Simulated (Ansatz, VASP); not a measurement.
# One calculation of MgS, two programs

```
Mg S
1.0
     3.69795    0.00000    0.00000
    -1.84897    3.20252    0.00000
     0.00000    0.00000    6.03875
Mg S
2 2
Direct
  0.00000 0.00000 0.00000
  0.00000 0.00000 0.50000
  0.33333 0.66667 0.25000
  0.66667 0.33333 0.75000
```

Alike in both runs: task relaxation of cell and atoms; functional PBE; k mesh 9 × 9 × 6; occupations gaussian, width 0.02 eV; no spin polarisation.

|  | VASP | Ansatz |
| --- | --- | --- |
| version | VASP 6.6.1 | Ansatz 0.2.0 |
| potentials or method | VASP PAW PBE potentials, release 64 (Mg, S) | scalar-relativistic, plane waves, PAW |
| plane-wave cutoff (eV) | 600 | 420 |
| valence electrons in the cell | 16 | 32 |

Ansatz gave:

- gap on the k mesh at the Fermi level, each at its own relaxed structure (eV): 3.39
- relaxed volume (Å³/atom): 17.98
- relaxed cell length with the largest relative difference (Å): 6.179
- energy change over the relaxation (meV/atom): -6

Question: What did VASP give for the same quantities?

Answer: gap on the k mesh at the Fermi level, each at its own relaxed structure (eV): 3.39; relaxed volume (Å³/atom): 17.91; relaxed cell length with the largest relative difference (Å): 6.169; energy change over the relaxation (meV/atom): -5.

The two sets of potentials don't hold the same shells in valence.

Caveats: an odd mesh through Γ misses points on the zone boundary, where band edges often lie. PBE gaps usually lie below the measured ones, often by a third to a half.
